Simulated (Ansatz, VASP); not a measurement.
# TaInSe3: VASP beside Ansatz, part 2 of 3

Aim: how closely do two programs agree when they are given the same cell, functional and k mesh? The cell is generated by rule, not measured, and may not be a known phase. The cell is taken from a series of runs on this material, whose earlier steps may have relaxed, scaled, displaced or heated it; both programs get it as it stands.

VASP 6.6.1 and Ansatz 0.2.0.

So far: The starting structure; Ansatz: zone-centre phonons, PBEsol.

### Step 3. VASP: zone-centre phonons, PBEsol

Level of this step: PBEsol; plane waves and PAW (In_d, Ta_pv, Se); invented cell (VASP).

The same cell, functional, mesh and smearing now go to VASP, with its own data sets.

Lines of VASP's logs that name or quote its potential files are left out, and so is its time.

File INCAR:

```
SYSTEM = TaInSe3
PREC = Accurate
ENCUT = 500
EDIFF = 1E-08
NELM = 120
ISMEAR = 1
SIGMA = 0.15
LREAL = .FALSE.
ALGO = Normal
GGA = PS
NBANDS = 27
LASPH = .TRUE.
LORBIT = 11
LWAVE = .FALSE.
LCHARG = .FALSE.
ISIF = 2
IBRION = 8
GGA_COMPAT = .FALSE.
KPAR = 2
```

File POSCAR:

```
TaInSe3
1.0
    5.0310232689      0.0000000000      0.0000000000
    0.0000000000      5.0286176931      0.0190897745
    0.0000000000      0.0190897745      5.0286176931
In Ta Se
1 1 3
Direct
    0.0000000000      0.9551723521      0.9551723521
    0.5000000000      0.5080462759      0.5080462759
    0.5000000000      0.5206057982      0.0126250269
    0.5000000000      0.0126250269      0.5206057982
    0.0000000000      0.5163743190      0.5163743190
```

File KPOINTS:

```
Automatic mesh
0
Gamma
6 6 6
0 0 0
```

Potentials, in the order of the species: In_d, Ta_pv and Se (PBE family, release 64).

Launch:

```console
$ mpirun -np 2 vasp_std
```

Output:

```text
[banner, memory and clock lines left out]
running    2 mpi-ranks, on    1 nodes
 distrk:  each k-point on    1 cores,    2 groups
 distr:  one band on    1 cores,    1 groups

 POSCAR found type information on POSCAR InTaSe
 POSCAR found :  3 types and       5 ions
|                                                                             |
|               ----> ADVICE to this user running VASP <----                  |
|                                                                             |
|     You enforced a specific xc type in the INCAR file but a different       |
|     [... a line on the potential file left out ...]
|     I HOPE YOU KNOW WHAT YOU ARE DOING!                                     |
|                                                                             |

 LDA part: xc-table for (Slater+PW92), standard interpolation
 POSCAR, INCAR and KPOINTS ok, starting setup
 FFT: planning ... GRIDC
 FFT: planning ... GRID_SOFT
 FFT: planning ... GRID
 WAVECAR not read
 entering main loop
       N       E                     dE             d eps       ncg     rms          rms(c)
DAV:   1     0.351190315838E+03    0.35119E+03   -0.18610E+04  2856   0.153E+03
DAV:   2     0.777568506481E+01   -0.34341E+03   -0.33407E+03  3001   0.377E+02
DAV:   3    -0.293068465756E+02   -0.37083E+02   -0.35692E+02  3609   0.119E+02
DAV:   4    -0.309000810463E+02   -0.15932E+01   -0.15848E+01  3427   0.243E+01
DAV:   5    -0.309493569169E+02   -0.49276E-01   -0.49200E-01  4101   0.453E+00    0.161E+01
DAV:   6    -0.290901169774E+02    0.18592E+01   -0.12468E+01  3174   0.178E+01    0.657E+00
DAV:   7    -0.288988953364E+02    0.19122E+00   -0.21091E+00  3643   0.772E+00    0.476E+00
DAV:   8    -0.288412785677E+02    0.57617E-01   -0.24632E-01  3646   0.343E+00    0.396E-01
DAV:   9    -0.288419227352E+02   -0.64417E-03   -0.19646E-02  3568   0.112E+00    0.258E-01
DAV:  10    -0.288418370853E+02    0.85650E-04   -0.12090E-03  4369   0.288E-01    0.178E-01
DAV:  11    -0.288418829829E+02   -0.45898E-04   -0.27450E-04  3377   0.829E-02    0.318E-02
DAV:  12    -0.288418789401E+02    0.40428E-05   -0.11218E-04  3382   0.701E-02    0.149E-02
DAV:  13    -0.288418784931E+02    0.44700E-06   -0.66946E-06  3357   0.174E-02    0.740E-03
DAV:  14    -0.288418783620E+02    0.13103E-06   -0.20457E-06  3885   0.965E-03    0.157E-03
DAV:  15    -0.288418783755E+02   -0.13451E-07   -0.20840E-07  3319   0.228E-03    0.744E-04
DAV:  16    -0.288418783508E+02    0.24639E-07   -0.50499E-08  2833   0.150E-03    0.315E-04
DAV:  17    -0.288418783430E+02    0.78803E-08   -0.39430E-09  1785   0.565E-04
   1 F= -.28841878E+02 E0= -.28843866E+02  d E =0.596375E-02
 Linear response reoptimize wavefunctions to high precision
DAV:   1    -0.288418783405E+02    0.24265E-08   -0.11430E-09  1801   0.383E-04
DAV:   2    -0.288418783406E+02   -0.38199E-10   -0.43018E-10  1710   0.169E-04
 Linear response DOF=           9
 Linear response progress:
  Degree of freedom:   1/  9
       N       E                     dE             d eps       ncg     rms          rms(c)
RMM:   1    -0.237865855888E+00   -0.23787E+00   -0.20007E-01  4981   0.282E+00
RMM:   2    -0.240277694575E+00   -0.24118E-02   -0.81948E-03  5672   0.543E-01    0.559E-02
RMM:   3    -0.240123594287E+00    0.15410E-03   -0.11194E-03  6339   0.158E-01    0.179E-02
RMM:   4    -0.240030672772E+00    0.92922E-04   -0.13413E-04  6834   0.471E-02    0.124E-02
RMM:   5    -0.240007974789E+00    0.22698E-04   -0.95531E-06  6762   0.169E-02    0.488E-03
RMM:   6    -0.240006930577E+00    0.10442E-05   -0.26355E-06  7019   0.704E-03    0.142E-03
RMM:   7    -0.240012214492E+00   -0.52839E-05   -0.14145E-06  7216   0.321E-03    0.478E-04
RMM:   8    -0.240013893573E+00   -0.16791E-05    0.31671E-07  7070   0.164E-03    0.175E-04
RMM:   9    -0.240014504160E+00   -0.61059E-06   -0.20563E-07  7362   0.848E-04    0.574E-05
RMM:  10    -0.240014264636E+00    0.23952E-06   -0.13853E-07  7325   0.475E-04    0.342E-05
RMM:  11    -0.240014325504E+00   -0.60868E-07   -0.11544E-07  7522   0.270E-04    0.103E-05
RMM:  12    -0.240014298666E+00    0.26838E-07    0.13294E-08  7400   0.182E-04    0.137E-05
RMM:  13    -0.240014404175E+00   -0.10551E-06   -0.40543E-08  7449   0.138E-04    0.152E-05
RMM:  14    -0.240014355818E+00    0.48357E-07   -0.35711E-08  7322   0.111E-04    0.611E-06
RMM:  15    -0.240014384741E+00   -0.28923E-07   -0.95900E-09  7118   0.951E-05    0.326E-06
RMM:  16    -0.240014394894E+00   -0.10152E-07   -0.33334E-08  7237   0.867E-05    0.704E-07
RMM:  17    -0.240014379122E+00    0.15771E-07   -0.12469E-08  6977   0.814E-05    0.319E-06
RMM:  18    -0.240014387800E+00   -0.86774E-08   -0.21727E-08  6808   0.782E-05    0.245E-06
 first order change of Fermi-energy   0.10949E-03
 force on displaced ion       1 direction 1 :   0.009   0.000   0.000
 Linear response progress:
[...]
RMM:   9    -0.198561784264E+00   -0.20997E-05   -0.39744E-06  7950   0.164E-03    0.243E-04
RMM:  10    -0.198562547748E+00   -0.76348E-06   -0.88225E-07  7749   0.985E-04    0.542E-05
RMM:  11    -0.198563062625E+00   -0.51488E-06   -0.69002E-07  8204   0.627E-04    0.163E-05
RMM:  12    -0.198563003786E+00    0.58839E-07   -0.48537E-07  8128   0.428E-04    0.136E-05
RMM:  13    -0.198563097713E+00   -0.93927E-07   -0.29783E-08  7765   0.322E-04    0.835E-06
[...]
RMM:  10    -0.888027869950E-01   -0.68036E-07    0.75633E-08 12413   0.172E-04    0.178E-05
RMM:  11    -0.888027834411E-01    0.35539E-08   -0.14164E-07 13081   0.107E-04    0.476E-06
RMM:  12    -0.888027879247E-01   -0.44835E-08    0.40699E-08 12692   0.839E-05    0.240E-06
 first order change of Fermi-energy   0.95103E-03
 force on displaced ion       3 direction 1 :  -1.376  -0.002   0.002
 Linear response progress:
  Degree of freedom:   6/  9
       N       E                     dE             d eps       ncg     rms          rms(c)
RMM:   1    -0.894131373096E-01   -0.89413E-01    0.57478E-02  9158   0.106E+00
RMM:   2    -0.883339012402E-01    0.10792E-02   -0.53456E-03  7885   0.359E-01    0.343E-02
RMM:   3    -0.885314150493E-01   -0.19751E-03   -0.74989E-04  7760   0.132E-01    0.197E-02
RMM:   4    -0.887171607178E-01   -0.18575E-03   -0.12195E-04  8201   0.508E-02    0.765E-03
RMM:   5    -0.887522057507E-01   -0.35045E-04   -0.14359E-05  8494   0.166E-02    0.365E-03
RMM:   6    -0.887568722279E-01   -0.46665E-05   -0.19280E-06  8558   0.562E-03    0.922E-04
RMM:   7    -0.887572377137E-01   -0.36549E-06   -0.17120E-07  8497   0.197E-03    0.376E-04
RMM:   8    -0.887574629296E-01   -0.22522E-06    0.11928E-07  8565   0.728E-04    0.160E-04
RMM:   9    -0.887578011209E-01   -0.33819E-06    0.64221E-08  8977   0.336E-04    0.690E-05
RMM:  10    -0.887578812199E-01   -0.80099E-07    0.13440E-07  8852   0.171E-04    0.274E-05
RMM:  11    -0.887578575480E-01    0.23672E-07   -0.52453E-08  9402   0.109E-04    0.112E-05
RMM:  12    -0.887578519159E-01    0.56321E-08    0.12674E-07  8713   0.854E-05    0.341E-06
RMM:  13    -0.887578491158E-01    0.28000E-08    0.37636E-08  9043   0.776E-05    0.230E-06
 first order change of Fermi-energy  -0.66522E-01
 force on displaced ion       3 direction 2 :   0.000  -1.416   0.050
 Linear response progress:
  Degree of freedom:   7/  9
       N       E                     dE             d eps       ncg     rms          rms(c)
RMM:   1    -0.955921338862E-01   -0.95592E-01    0.89579E-02  9418   0.136E+00
RMM:   2    -0.937657333652E-01    0.18264E-02   -0.68928E-03  7941   0.374E-01    0.157E-01
RMM:   3    -0.939716092889E-01   -0.20588E-03   -0.20606E-03  7292   0.203E-01    0.774E-02
RMM:   4    -0.944126351702E-01   -0.44103E-03   -0.57914E-04  7713   0.978E-02    0.269E-02
RMM:   5    -0.944803550897E-01   -0.67720E-04   -0.62610E-05  7972   0.424E-02    0.116E-02
RMM:   6    -0.945395947225E-01   -0.59240E-04   -0.15055E-05  8319   0.193E-02    0.400E-03
RMM:   7    -0.945451905247E-01   -0.55958E-05   -0.34295E-06  7952   0.866E-03    0.223E-03
RMM:   8    -0.945472769356E-01   -0.20864E-05   -0.63483E-07  8284   0.350E-03    0.343E-04
RMM:   9    -0.945482329142E-01   -0.95598E-06   -0.13659E-07  8612   0.130E-03    0.240E-04
RMM:  10    -0.945489102476E-01   -0.67733E-06   -0.15741E-08  8554   0.623E-04    0.562E-05
RMM:  11    -0.945489771535E-01   -0.66906E-07   -0.51116E-08  9031   0.265E-04    0.334E-05
RMM:  12    -0.945489215097E-01    0.55644E-07   -0.35936E-08  8870   0.131E-04    0.896E-06
RMM:  13    -0.945489637534E-01   -0.42244E-07    0.73777E-08  9038   0.868E-05    0.430E-06
RMM:  14    -0.945489629763E-01    0.77709E-09   -0.29224E-08  9177   0.700E-05    0.227E-06
 first order change of Fermi-energy  -0.24969E-01
 force on displaced ion       3 direction 3 :   0.000   0.057 -11.601
 Linear response progress:
  Degree of freedom:   8/  9
       N       E                     dE             d eps       ncg     rms          rms(c)
RMM:   1    -0.961454790845E-01   -0.96145E-01    0.85277E-02  8098   0.132E+00
RMM:   2    -0.937398991133E-01    0.24056E-02   -0.68670E-03  6695   0.367E-01    0.156E-01
RMM:   3    -0.939570341854E-01   -0.21714E-03   -0.20118E-03  6154   0.197E-01    0.759E-02
RMM:   4    -0.944022766457E-01   -0.44524E-03   -0.57010E-04  6467   0.954E-02    0.259E-02
RMM:   5    -0.945112031870E-01   -0.10893E-03   -0.83097E-05  6749   0.494E-02    0.581E-03
RMM:   6    -0.945239912357E-01   -0.12788E-04   -0.16363E-05  6460   0.175E-02    0.380E-03
RMM:   7    -0.945290719244E-01   -0.50807E-05   -0.35747E-06  7345   0.786E-03    0.629E-04
RMM:   8    -0.945301504926E-01   -0.10786E-05   -0.64423E-07  7233   0.241E-03    0.307E-04
RMM:   9    -0.945310002172E-01   -0.84972E-06   -0.37690E-07  7346   0.848E-04    0.158E-04
RMM:  10    -0.945313613092E-01   -0.36109E-06   -0.19149E-07  7450   0.388E-04    0.375E-05
RMM:  11    -0.945312449756E-01    0.11633E-06   -0.14808E-07  7494   0.187E-04    0.248E-05
RMM:  12    -0.945312567892E-01   -0.11814E-07   -0.24630E-07  7390   0.108E-04    0.609E-06
RMM:  13    -0.945312840912E-01   -0.27302E-07   -0.17039E-07  7790   0.737E-05    0.326E-06
RMM:  14    -0.945312828710E-01    0.12202E-08   -0.42496E-07  7492   0.622E-05    0.119E-06
RMM:  15    -0.945312937329E-01   -0.10862E-07   -0.25394E-07  6796   0.576E-05    0.571E-07
RMM:  16    -0.945312898183E-01    0.39145E-08   -0.25066E-08  6062   0.561E-05    0.337E-07
 first order change of Fermi-energy  -0.47750E-03
 force on displaced ion       5 direction 1 : -11.618   0.007   0.007
 Linear response progress:
  Degree of freedom:   9/  9
       N       E                     dE             d eps       ncg     rms          rms(c)
RMM:   1    -0.899192022566E-01   -0.89919E-01    0.57633E-02  9380   0.106E+00
RMM:   2    -0.883778928728E-01    0.15413E-02   -0.61518E-03  7797   0.375E-01    0.380E-02
RMM:   3    -0.885825726426E-01   -0.20468E-03   -0.97306E-04  7947   0.157E-01    0.210E-02
RMM:   4    -0.887558010564E-01   -0.17323E-03   -0.14068E-04  8207   0.523E-02    0.912E-03
RMM:   5    -0.888159581667E-01   -0.60157E-04   -0.17761E-05  8418   0.180E-02    0.388E-03
RMM:   6    -0.888210498858E-01   -0.50917E-05   -0.18198E-06  8766   0.584E-03    0.122E-03
RMM:   7    -0.888215897213E-01   -0.53984E-06   -0.27671E-07  8437   0.201E-03    0.488E-04
RMM:   8    -0.888216683214E-01   -0.78600E-07   -0.86231E-08  8667   0.829E-04    0.190E-04
RMM:   9    -0.888218963107E-01   -0.22799E-06   -0.39950E-08  8623   0.374E-04    0.835E-05
RMM:  10    -0.888219957813E-01   -0.99471E-07    0.18818E-07  8929   0.182E-04    0.360E-05
RMM:  11    -0.888219877293E-01    0.80520E-08   -0.11725E-07  9253   0.107E-04    0.102E-05
RMM:  12    -0.888219873995E-01    0.32982E-09    0.89844E-08  8949   0.804E-05    0.588E-06
 first order change of Fermi-energy  -0.63093E-01
 force on displaced ion       5 direction 2 :   0.000  -1.507  -0.193
 Linear response finished
```

[end of part 2 of 3]

[Lines on the potential files, build, host, timing and source positions are cut from VASP's logs without a mark.]

[Logs are printed without paths, hosts, clocks, repeated set-up lines and the standing remarks that a program may print on its own settings, such as how far it seeks lower states.]

[Hosts, paths, dates, database ids (printed as entryN), source tags and the programs' standing remarks are cut or masked in the printed files.]
